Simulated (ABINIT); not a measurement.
# TiC (Fm-3m) in ABINIT: single point with PBE

Aim: the single point of TiC with PBE.

Program: ABINIT 10.8.3 (patched build). These are calculated values, not measurements. Logs are shortened: lines on timing, memory, paths and dates and some standing lists are left out, and cuts for length are marked. The log counts tension as positive stress, the text compression.

### 1 The crystal as given

Symmetry: Fm-3m, No. 225, cubic system. Conventional cell: a = 4.331 Å, b = 4.331 Å, c = 4.331 Å, α = 90.00°, β = 90.00°, γ = 90.00°. Ti (site symmetry m-3m) is surrounded by 6 C at 2.17 Å. C (site symmetry m-3m) is surrounded by 6 Ti at 2.17 Å.

The cell is a database's computed one.

### 2 Single point, PBE

Input file run.abi:

```
pp_dirpath "./"
pseudos "Ti.GGA_PBE-JTH.xml, C.GGA_PBE-JTH.xml"

acell 5.7878323139 5.7878323139 5.7878323139
rprim
     0.0000000000     0.7071067812     0.7071067812
     0.7071067812     0.0000000000     0.7071067812
     0.7071067812     0.7071067812     0.0000000000
ntypat 2
znucl 22 6
natom 2
typat 1 2
xred
     0.0000000000     0.0000000000     0.0000000000
     0.5000000000     0.5000000000     0.5000000000

ecut 19.0
pawecutdg 38.0

kptopt 1
ngkpt 14 14 14
nshiftk 1
shiftk 0.0 0.0 0.0

ixc 11

nband 12
occopt 3
tsmear 0.00183747

nstep 100
tolvrs 1.0e-9

iomode 3
prtwf 0
prtden 0
prteig 0
prtebands 0
```

Potentials or basis: JTH PAW PBE v2.0.

Launch:

```console
$ abinit run.abi > log 2>&1
```

run.abo:

```text
.Version 10.8.3 of ABINIT
 Symmetries : space group Fm -3 m (#225); Bravais cF (face-center cubic)
================================================================================
 Values of the parameters that define the memory need of the present run
     intxc =       0    ionmov =       0      iscf =      17    lmnmax =      18
     lnmax =       6     mgfft =      24  mpssoang =       3    mqgrid =    3001
     natom =       2  nloc_mem =       2    nspden =       1   nspinor =       1
    nsppol =       1      nsym =      48    n1xccc =       1    ntypat =       2
    occopt =       3   xclevel =       2
       mpw =         553          nfft =       13824          nkpt =         104
 PAW method is used; the additional fine FFT grid is defined by:
   mgfftf=        36    nfftf =     46656
================================================================================
================================================================================

--------------------------------------------------------------------------------
------------- Echo of variables that govern the present computation ------------
--------------------------------------------------------------------------------
 -outvars: echo values of preprocessed input variables --------
            acell      5.7878323139E+00  5.7878323139E+00  5.7878323139E+00 Bohr
              amu      4.78800000E+01  1.20110000E+01
             ecut      1.90000000E+01 Hartree
                       outvar_i_n : Printing only first  50 k-points.
              ixc          11
                       outvar_i_n : Printing only first  50 k-points.
         kptrlatt       14    0    0      0   14    0      0    0   14
          kptrlen      8.10296524E+01
            natom           2
            nband          12
            ngfft          24      24      24
          ngfftdg          36      36      36
             nkpt         104
            nstep         100
             nsym          48
           ntypat           2
                       prtocc : prtvol=0, do not print more k-points.
           occopt           3
        pawecutdg      3.80000000E+01 Hartree
         pawxcdev           0
           prtden           0
        prtebands           0
           prteig           0
            prtwf           0
            rprim      0.0000000000E+00  7.0710678120E-01  7.0710678120E-01
                       7.0710678120E-01  0.0000000000E+00  7.0710678120E-01
                       7.0710678120E-01  7.0710678120E-01  0.0000000000E+00
          spgroup         225
           tolvrs      1.00000000E-09
           tsmear      1.83747000E-03 Hartree
            typat      1  2
           useylm           1
                       outvars : Printing only first  50 k-points.
           xangst      0.0000000000E+00  0.0000000000E+00  0.0000000000E+00
                       2.1657188423E+00  2.1657188423E+00  2.1657188423E+00
            xcart      0.0000000000E+00  0.0000000000E+00  0.0000000000E+00
                       4.0926154776E+00  4.0926154776E+00  4.0926154776E+00
             xred      0.0000000000E+00  0.0000000000E+00  0.0000000000E+00
                       5.0000000000E-01  5.0000000000E-01  5.0000000000E-01
            znucl       22.00000    6.00000

================================================================================

 chkinp: Checking input parameters for consistency.

================================================================================
== DATASET  1 ==================================================================

--- !DatasetInfo
iteration_state: {dtset: 1, }
dimensions: {natom: 2, nkpt: 104, mband: 12, nsppol: 1, nspinor: 1, nspden: 1, mpw: 553, }
cutoff_energies: {ecut:  19.0, pawecutdg:  38.0, }
electrons: {nelect:   1.60000000E+01, charge:   0.00000000E+00, occopt:   3.00000000E+00, tsmear:   1.83747000E-03, }
meta: {optdriver: 0, ionmov: 0, optcell: 0, iscf: 17, paral_kgb: 0, }
...

 Exchange-correlation functional for the present dataset will be:
  GGA: Perdew-Burke-Ernzerhof functional - ixc=11
  J.P.Perdew, K.Burke, M.Ernzerhof, PRL 77, 3865 (1996)

 Real(R)+Recip(G) space primitive vectors, cartesian coordinates (Bohr,Bohr^-1):
 R(1)=  0.0000000  4.0926155  4.0926155  G(1)= -0.1221713  0.1221713  0.1221713
 R(2)=  4.0926155  0.0000000  4.0926155  G(2)=  0.1221713 -0.1221713  0.1221713
 R(3)=  4.0926155  4.0926155  0.0000000  G(3)=  0.1221713  0.1221713 -0.1221713
 Unit cell volume ucvol=  1.3709854E+02 bohr^3
 Angles (23,13,12)=  6.00000000E+01  6.00000000E+01  6.00000000E+01 degrees

 Coarse grid specifications (used for wave-functions):

 getcut: wavevector=  0.0000  0.0000  0.0000  ngfft=  24  24  24
         ecut(hartree)=     19.000   => boxcut(ratio)=   2.11326

 Fine grid specifications (used for densities):

 getcut: wavevector=  0.0000  0.0000  0.0000  ngfft=  36  36  36
         ecut(hartree)=     38.000   => boxcut(ratio)=   2.24145

 getcut : COMMENT -
  Note that boxcut > 2.2 ; recall that boxcut=Gcut(box)/Gcut(sphere) = 2
  is sufficient for exact treatment of convolution.
  Such a large boxcut is a waste : you could raise ecut
  e.g. ecut=   47.729060 Hartrees makes boxcut=2

--- Pseudopotential description ------------------------------------------------
- pspini: atom type   1  psp file is ./Ti.GGA_PBE-JTH.xml
 Pseudopotential format is: paw10
 basis_size (lnmax)=  6 (lmn_size= 18), orbitals=   0   0   1   1   2   2
 Spheres core radius: rc_sph= 2.30802695
 Shapefunction is BESSEL type: shapef(r,l)=aa(1,l)*jl(q(1,l)*r)+aa(2,l)*jl(q(2,l)*r)
 Radius for shape functions =  2.01037111
 Compensation charge density is not taken into account in XC energy/potential

- pspini: atom type   2  psp file is ./C.GGA_PBE-JTH.xml
 Pseudopotential format is: paw10
 basis_size (lnmax)=  4 (lmn_size=  8), orbitals=   0   0   1   1
 Spheres core radius: rc_sph= 1.50736703
 Shapefunction is SIN type: shapef(r)=[sin(pi*r/rshp)/(pi*r/rshp)]**2
 Radius for shape functions =  1.30052589
 Compensation charge density is not taken into account in XC energy/potential

   4.77916847E+02                                ecore*ucvol(ha*bohr**3)
--------------------------------------------------------------------------------

[... 7 lines left out ...]

     iter   Etot(hartree)      deltaE(h)  residm     nres2
 ETOT  1  -63.153699977546    -6.315E+01 7.400E+00 3.287E+01
 ETOT  2  -64.460622042243    -1.307E+00 3.102E-01 3.595E+00
 ETOT  3  -64.457820825536     2.801E-03 1.719E-01 4.842E-01
 ETOT  4  -64.460374196847    -2.553E-03 1.369E-02 1.588E+00
 ETOT  5  -64.457754627709     2.620E-03 3.032E-02 7.202E-02
 ETOT  6  -64.457719524654     3.510E-05 7.732E-03 4.513E-03
 ETOT  7  -64.457710769288     8.755E-06 3.801E-03 1.201E-04
 ETOT  8  -64.457710862658    -9.337E-08 5.407E-04 3.679E-05
 ETOT  9  -64.457710817815     4.484E-08 1.573E-04 4.865E-06
 ETOT 10  -64.457710808087     9.729E-09 2.172E-04 7.569E-07
 ETOT 11  -64.457710806819     1.268E-09 8.063E-05 1.452E-08
 ETOT 12  -64.457710806812     6.921E-12 2.406E-04 6.669E-10

 At SCF step   12       nres2   =  6.67E-10 < tolvrs=  1.00E-09 =>converged.

 Cartesian components of stress tensor (hartree/bohr^3)
  sigma(1 1)= -2.30389388E-05  sigma(3 2)=  0.00000000E+00
  sigma(2 2)= -2.30389388E-05  sigma(3 1)=  0.00000000E+00
  sigma(3 3)= -2.30389388E-05  sigma(2 1)=  0.00000000E+00

--- !ResultsGS
iteration_state: {dtset: 1, }
comment   : Summary of ground state results
lattice_vectors:
- [  0.0000000,   4.0926155,   4.0926155, ]
- [  4.0926155,   0.0000000,   4.0926155, ]
- [  4.0926155,   4.0926155,   0.0000000, ]
lattice_lengths: [   5.78783,    5.78783,    5.78783, ]
lattice_angles: [ 60.000,  60.000,  60.000, ] # degrees, (23, 13, 12)
lattice_volume:   1.3709854E+02
convergence: {deltae:  6.921E-12, res2:  6.669E-10, residm:  2.406E-04, diffor: null, }
etotal    :  -6.44577108E+01
entropy   :   0.00000000E+00
fermie    :   3.30004791E-01
cartesian_stress_tensor: # hartree/bohr^3
- [ -2.30389388E-05,   0.00000000E+00,   0.00000000E+00, ]
- [  0.00000000E+00,  -2.30389388E-05,   0.00000000E+00, ]
- [  0.00000000E+00,   0.00000000E+00,  -2.30389388E-05, ]
pressure_GPa:   6.7783E-01
xred      :
- [  0.0000E+00,   0.0000E+00,   0.0000E+00, Ti]
- [  5.0000E-01,   5.0000E-01,   5.0000E-01,  C]
cartesian_forces: # hartree/bohr
- [ -0.00000000E+00,  -0.00000000E+00,  -0.00000000E+00, ]
[... 5 lines left out ...]
 ------------------------------------------------
 Atom  Sphere_radius  Integrated_density
    1        2.30803         10.36162605
    2        1.50737          2.43169148

================================================================================

 ----iterations are completed or convergence reached----

 Mean square residual over all n,k,spin=   45.737E-08; max=  24.064E-05
 reduced coordinates (array xred) for    2 atoms
       0.000000000000      0.000000000000      0.000000000000
       0.500000000000      0.500000000000      0.500000000000
 rms dE/dt=  0.0000E+00; max dE/dt=  0.0000E+00; dE/dt below (all hartree)
    1       0.000000000000      0.000000000000      0.000000000000
    2       0.000000000000      0.000000000000      0.000000000000

 cartesian coordinates (angstrom) at end:
    1      0.00000000000000     0.00000000000000     0.00000000000000
    2      2.16571884226937     2.16571884226937     2.16571884226937

 cartesian forces (hartree/bohr) at end:
[... 6 lines left out ...]
    2     -0.00000000000000    -0.00000000000000    -0.00000000000000
 frms,max,avg= 0.0000000E+00 0.0000000E+00   0.000E+00  0.000E+00  0.000E+00 e/A
 length scales=  5.787832313900  5.787832313900  5.787832313900 bohr
              =  3.062788958966  3.062788958966  3.062788958966 angstroms
 Fermi (or HOMO) energy (hartree) =   0.33000   Average Vxc (hartree)=  -0.45278
 Eigenvalues (hartree) for nkpt= 104  k points:
 kpt#   1, nband= 12, wtk=  0.00036, kpt=  0.0000  0.0000  0.0000 (reduced coord)
  -1.74802   -0.86718   -0.86718   -0.86718   -0.12574    0.35577    0.35577    0.35577
   0.39180    0.39180    0.39243    0.39352
      occupation numbers for kpt#   1
   2.00000    2.00000    2.00000    2.00000    2.00000    0.00000    0.00000    0.00000
   0.00000    0.00000    0.00000    0.00000
 prteigrs : prtvol=0 or 1, do not print more k-points.

--- !EnergyTerms
iteration_state     : {dtset: 1, }
comment             : Components of total free energy in Hartree
kinetic             :  1.10335192513537E+01
hartree             :  1.08114368573606E+01
xc                  : -5.43537077452045E+00
Ewald energy        : -5.12015050882344E+01
psp_core            :  3.48593686947245E+00
local_psp           : -3.37319980658448E+01
PAW spherical_terms :  5.80364953741672E-01
internal            : -6.44576159966713E+01
'-kT*entropy'       : -9.28026142563790E-05
total_energy        : -6.44577087992855E+01
total_energy_eV     : -1.75398361066833E+03
...

--- !EnergyTermsDC
iteration_state     : {dtset: 1, }
comment             : '"Double-counting" decomposition of free energy'
band_energy         : -7.43326420746136E+00
Ewald energy        : -5.12015050882344E+01
psp_core            :  3.48593686947245E+00
xc_dc               : -1.03448854368394E+01
PAW spherical_terms :  1.03609985886493E+00
internal            : -6.44576180041978E+01
'-kT*entropy'       : -9.28026142563790E-05
total_energy_dc     : -6.44577108068121E+01
total_energy_dc_eV  : -1.75398366529591E+03
...

--- !EnergyTermsWithPAWCore
iteration_state     : {dtset: 1, }
comment             : 'Components of total free energy, including PAW core contributions'
Total energy        : -8.91974663912392E+02
Total energy DC     : -8.91974665919918E+02
Total energy (eV)   : -2.42718671013492E+04
Total energy DC (eV): -2.42718671559768E+04
...

 Cartesian components of stress tensor (hartree/bohr^3)
  sigma(1 1)= -2.30389388E-05  sigma(3 2)=  0.00000000E+00
  sigma(2 2)= -2.30389388E-05  sigma(3 1)=  0.00000000E+00
  sigma(3 3)= -2.30389388E-05  sigma(2 1)=  0.00000000E+00

-Cartesian components of stress tensor (GPa)         [Pressure=  6.7783E-01 GPa]
- sigma(1 1)= -6.77828983E-01  sigma(3 2)=  0.00000000E+00
- sigma(2 2)= -6.77828983E-01  sigma(3 1)=  0.00000000E+00
- sigma(3 3)= -6.77828983E-01  sigma(2 1)=  0.00000000E+00

== END DATASET(S) ==============================================================
================================================================================

 -outvars: echo values of variables after computation  --------
            acell      5.7878323139E+00  5.7878323139E+00  5.7878323139E+00 Bohr
           etotal     -6.4457710807E+01
            fcart     -0.0000000000E+00 -0.0000000000E+00 -0.0000000000E+00
                      -0.0000000000E+00 -0.0000000000E+00 -0.0000000000E+00
            rprim      0.0000000000E+00  7.0710678120E-01  7.0710678120E-01
                       7.0710678120E-01  0.0000000000E+00  7.0710678120E-01
                       7.0710678120E-01  7.0710678120E-01  0.0000000000E+00
           strten     -2.3038938847E-05 -2.3038938847E-05 -2.3038938847E-05
                       0.0000000000E+00  0.0000000000E+00  0.0000000000E+00
           xangst      0.0000000000E+00  0.0000000000E+00  0.0000000000E+00
                       2.1657188423E+00  2.1657188423E+00  2.1657188423E+00
             xred      0.0000000000E+00  0.0000000000E+00  0.0000000000E+00
                       5.0000000000E-01  5.0000000000E-01  5.0000000000E-01
 Calculation completed.
```

It took 25 s on 1 thread of Arm Neoverse V1, shared host; peak memory 0.11 GiB.

What came out:

```
Free energy                                           : -1753.9837 eV
Pressure                                              : 0.7 GPa
Band gap on the k mesh                                : none (metal or under the smearing width)
Valence electrons inside the program's atomic spheres : Ti 10.36; C 2.43
```
